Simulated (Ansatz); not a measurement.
# ZnS: the cost of one run

Program: Ansatz 0.2.0. Level of theory: DFT LDA, all-electron LAPW, scalar-relativistic unless said. These are calculated values, not measurements.

The COD entry's cell or inner coordinates are ideal or old and differ from later refinements, so a difference from it is no clean test against experiment.

## 1. The starting structure

Symmetry: F-43m, No. 216, cubic system. Conventional cell: a = 5.297 Å, b = 5.297 Å, c = 5.297 Å, α = 90.00°, β = 90.00°, γ = 90.00°. Zn (site symmetry -43m) has 4 S at 2.29 Å as nearest neighbours. S (site symmetry -43m) is surrounded by 4 Zn at 2.29 Å.

Structure file:

```cif
data_structure
_symmetry_space_group_name_H-M 'P 1'
_symmetry_Int_Tables_number 1
_cell_length_a 3.7455
_cell_length_b 3.7455
_cell_length_c 3.7455
_cell_angle_alpha 60.000
_cell_angle_beta 60.000
_cell_angle_gamma 90.000
_cell_volume 37.15
loop_
_atom_site_label
_atom_site_type_symbol
_atom_site_fract_x
_atom_site_fract_y
_atom_site_fract_z
_atom_site_occupancy
Zn1 Zn 0.75000 0.25000 0.50000 1
S1 S 0.00000 0.00000 0.00000 1
```

Cartesian axes are those of the input's lattice vectors. The structure goes back to a database entry.

## 2. Reference run, fine mesh, LAPW

Input file input.yaml:

```yaml
crystal:
  lattice:
    - [2.64846870836, 2.64846870836, 0.0]
    - [-2.64846870836, 2.64846870836, 0.0]
    - [0.0, 2.64846870836, 2.64846870836]
  atoms:
    - { symbol: Zn, position: [0.75, 0.25, 0.5] }
    - { symbol: S, position: [0.0, 0.0, 0.0] }
kpoints:
  mp_grid: { grid: [8, 8, 8] }
scf:
  occupations: { method: fixed }
hamiltonian:
  xc: lda
  pseudopotentials: { kind: all_electron, lapw: { basis_error: 0.001 } }
output:
  forces: true
  stress: true
  eigenvalues: true
  eigenstates:
    nscf_kmesh: { grid: [12, 12, 12] }
    de_dk: true
    e_range: [-9, 12.12517494354]
checkpoint:
  write: ck
  write_wavefunctions: false
```

The run is started by

```console
$ ansatz run input.yaml --threads 1 --pin off --max-ram 3072MiB --backend cpu --events-out ev --progress --plain --runs-dir out
```

**Question.** How long does this run take on 1 thread of Intel Xeon Platinum 8488C (Sapphire Rapids), shared host, and how much memory does it need?

About 17 s, with a peak of 0.33 GiB.
